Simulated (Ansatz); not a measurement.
GeTe:
Space group R3m, hexagonal axes (No. 160); a = b = 4.1322 Å, c = 10.3953 Å, α = β = 90.00°, γ = 120.00°

| atom | site | symmetry | x | y | z |
|---|---|---|---|---|---|
| Ge | 3a | 3m | 0.0000 | 0.0000 | 0.7622 |
| Te | 3a | 3m | 0.0000 | 0.0000 | 0.2378 |
(The calculation used a cell of 2 atoms; values per cell refer to that cell.)

Relaxed with LDA.

Q: Which orbitals make up the states near the band edges in plane-wave PAW LDA (Ansatz code)?

A: Top 1 eV of the valence band: Te 5p 57 %, Ge 4p 21 %, Ge 4s 18 %. Bottom 1 eV of the conduction band: Ge 4p 71 %, Te 5p 16 %, Te 5s 7 %. Projections are on Löwdin-orthogonalised atomic valence shells; empty p or d shells of many metals are not among them.

Q: Tabulate the density of states.

A: States/eV per cell of 2 atoms, in 0.25 eV bins, energy from the valence-band maximum.

```
E (eV)  total  Te 5p  Ge 4p  Ge 4s
------  -----  -----  -----  -----
-7.88    0.80   0.16   0.03   0.48
-7.63    0.65   0.13   0.02   0.38
-7.38    0.40   0.08   0.01   0.22
-7.13    0.28   0.06   0.01   0.15
-6.88    0.22   0.05   0.01   0.11
-6.63    0.18   0.03   0.01   0.09
-6.38    0.13   0.02   0.01   0.07
-6.13    0.11   0.02   0.00   0.06
-5.88    0.08   0.01   0.00   0.04
-5.63    0.41   0.18   0.15   0.05
-5.38    0.54   0.26   0.22   0.04
-5.13    0.73   0.38   0.30   0.04
-4.88    0.68   0.36   0.28   0.02
-4.63    0.78   0.43   0.32   0.02
-4.38    0.89   0.49   0.35   0.03
-4.13    1.04   0.58   0.40   0.03
-3.88    1.27   0.73   0.48   0.04
-3.63    1.46   0.85   0.54   0.04
-3.38    1.43   0.84   0.51   0.05
-3.13    1.40   0.83   0.48   0.05
-2.88    1.42   0.85   0.47   0.06
-2.63    1.41   0.85   0.45   0.06
-2.38    1.42   0.88   0.43   0.07
-2.13    1.47   0.93   0.41   0.08
-1.88    1.58   1.04   0.41   0.09
-1.63    1.19   0.76   0.29   0.10
-1.38    0.90   0.49   0.25   0.12
-1.13    1.15   0.63   0.30   0.18
-0.88    1.38   0.79   0.32   0.23
-0.63    1.13   0.64   0.24   0.21
-0.38    0.42   0.24   0.07   0.09
-0.13    0.03   0.02   0.00   0.01
0.12     0.00   0.00   0.00   0.00
0.37     0.00   0.00   0.00   0.00
0.62     0.18   0.02   0.14   0.00
0.87     1.11   0.16   0.80   0.03
1.12     1.73   0.28   1.22   0.04
1.37     1.47   0.28   0.99   0.04
1.62     1.23   0.28   0.78   0.04
1.87     1.16   0.30   0.70   0.04
2.12     1.15   0.32   0.66   0.04
2.37     1.34   0.35   0.68   0.04
2.62     1.61   0.40   0.72   0.04
2.87     1.50   0.40   0.68   0.03
3.12     1.12   0.34   0.56   0.03
3.37     1.04   0.34   0.56   0.02
3.62     1.27   0.40   0.63   0.02
3.87     1.43   0.40   0.62   0.02
4.12     1.29   0.36   0.53   0.02
4.37     1.04   0.31   0.44   0.01
4.62     1.16   0.31   0.44   0.01
4.87     1.60   0.35   0.51   0.01
5.12     1.59   0.31   0.45   0.01
```

Symmetry was held in the LDA relaxation; of distortions, only those at the zone centre were tested. Scalar-relativistic: spin–orbit coupling is off unless named, which matters more the heavier the elements.

Potentials: the later of the program's two PAW sets.
